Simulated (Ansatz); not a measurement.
## Zn: other elements on the same sites

Method: Ansatz 0.2.0, DFT PBE, scalar-relativistic, plane waves, PAW. (420 eV cutoff, 18×18×18 k-mesh, Gaussian smearing of 0.10 eV, no spin polarisation)

The relaxed crystal:

```
CELL_PARAMETERS angstrom
0.00000 1.96440 1.96440
1.96440 0.00000 1.96440
1.96440 1.96440 0.00000
ATOMIC_POSITIONS crystal
Zn 0.00000 0.00000 0.00000
```

Each substitution replaces an element on all its sites; cell and atoms are then relaxed within the symmetry of the start. The crystals needn't be the stable forms of their compositions. Lengths are those of the primitive cell. Mesh and smearing follow each crystal's size and gap, and collinear spin was kept, from parallel moments, in Co, Fe alone; the others ran without spin polarisation.

Spin-orbit coupling is left out, which matters for the bands and energies of heavy elements.

**Question.** Give the relaxed structure after Zn→Ca.

**Answer.**
```
CELL_PARAMETERS angstrom
0.00000 2.76145 2.76145
2.76145 0.00000 2.76145
2.76145 2.76145 0.00000
ATOMIC_POSITIONS crystal
Ca 0.00000 0.00000 0.00000
```
The structure is cubic, space group Fm-3m (No. 225). The conventional cell has a = 5.523 Å, b = 5.523 Å, c = 5.523 Å, α = 90.00°, β = 90.00°, γ = 90.00°. Ca (site symmetry m-3m) is surrounded by 12 Ca at 3.91 Å.

**Question.** Give the relaxed structure after Zn→Co.

**Answer.**
```
CELL_PARAMETERS angstrom
0.00000 1.76011 1.76011
1.76011 0.00000 1.76011
1.76011 1.76011 0.00000
ATOMIC_POSITIONS crystal
Co 0.00000 0.00000 0.00000
```
It takes space group Fm-3m (No. 225, cubic). Conventional cell: a = 3.520 Å, b = 3.520 Å, c = 3.520 Å, α = 90.00°, β = 90.00°, γ = 90.00°. Co (site symmetry m-3m) has 12 Co at 2.49 Å as nearest neighbours.